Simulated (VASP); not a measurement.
A run of VASP 6.6.1 is set up as follows.

The input run.py:

```python
from ase import Atoms
from ase.calculators.vasp import Vasp
from ase.dft.bandgap import bandgap

atoms = Atoms(
    ['Mn'],
    cell=[[-1.5405, 1.5405, 1.5405], [1.5405, -1.5405, 1.5405], [1.5405, 1.5405, -1.5405]],
    scaled_positions=[[0.0, 0.0, 0.0]],
    pbc=True,
)
atoms.set_initial_magnetic_moments([4.0])
calc = Vasp(
    directory='calc',
    xc='pbe',
    pp='PBE',
    setups={'base': 'minimal', 'Mn': '_GW'},
    prec='Accurate',
    encut=550,
    ediff=1e-06,
    ismear=0,
    sigma=0.1,
    lreal=False,
    lasph=True,
    nelm=100,
    algo='Fast',
    isif=2,
    lwave=False,
    lcharg=False,
    ispin=2,
    lorbit=11,
    lmaxmix=4,
    kpts=[12, 12, 12],
    gamma=True,
    nbands=14,
)
atoms.calc = calc

print('energy (eV):', atoms.get_potential_energy())
print('free energy (eV):', atoms.get_potential_energy(force_consistent=True))
print('forces (eV/A):')
print(atoms.get_forces())
print('stress (eV/A^3, Voigt):', atoms.get_stress())
print('Fermi level (eV):', calc.get_fermi_level())
print('moment (muB):', atoms.get_magnetic_moment())
print('site moments (muB):', atoms.get_magnetic_moments())
gap, top, bottom = bandgap(calc)
print('band gap (eV):', gap, 'from (spin, k, band)', top, 'to', bottom)
```

Potentials or basis: VASP PAW PBE potentials, release 64 (Mn_GW).

Launch:

```bash
$ python run.py
```

(1) Estimate the site moments.

(2) What does it give for the net moment?

Answers

(1) Mn +1.48 μB.

(2) 1.48 μB per cell.
